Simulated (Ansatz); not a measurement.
## PtSe2 (Sudovikovite) in Ansatz: the effect of functional

Crystal: PtSe2 (Sudovikovite).

```xyz
3
Lattice="3.7970 0.0000 0.0000 -1.8985 3.2883 0.0000 0.0000 0.0000 5.1613" Properties=species:S:1:pos:R:3 pbc="T T T"
Pt    0.0000    0.0000    0.0000
Se    1.8985    1.0961    3.8710
Se    0.0000    2.1922    1.2903
```

The cell isn't the ideal one: volume scaled by 1.06.

Alike in all runs:

| Property | Result |
| --- | --- |
| Program | Ansatz 0.2.0 |
| Task | single point |
| Potentials or basis | Ansatz PAW |
| k mesh | 8 × 8 × 5 |
| Occupations | fermi-dirac, width 0.05 eV |
| Spin | no spin polarisation |

| functional | cutoff | pressure (GPa) | largest force (eV/Å) |
| --- | --- | --- | --- |
| LDA | 420 eV (not typed: the program's choice for these potentials) | ? | ? |
| r2SCAN | 500 eV (not typed: the program's choice for these potentials) | -2.5 | 0.29 |
| PBE | 420 eV (not typed: the program's choice for these potentials) | -0.1 | 0.09 |

**Question.** What does the run with functional LDA give?

**Answer.** Pressure -7.2 GPa; largest force 0.46 eV/Å.

Caveats: the PAW data sets come from PBE, with cores solved anew for the run's functional, which leaves a small shift of forces and pressure (some runs).
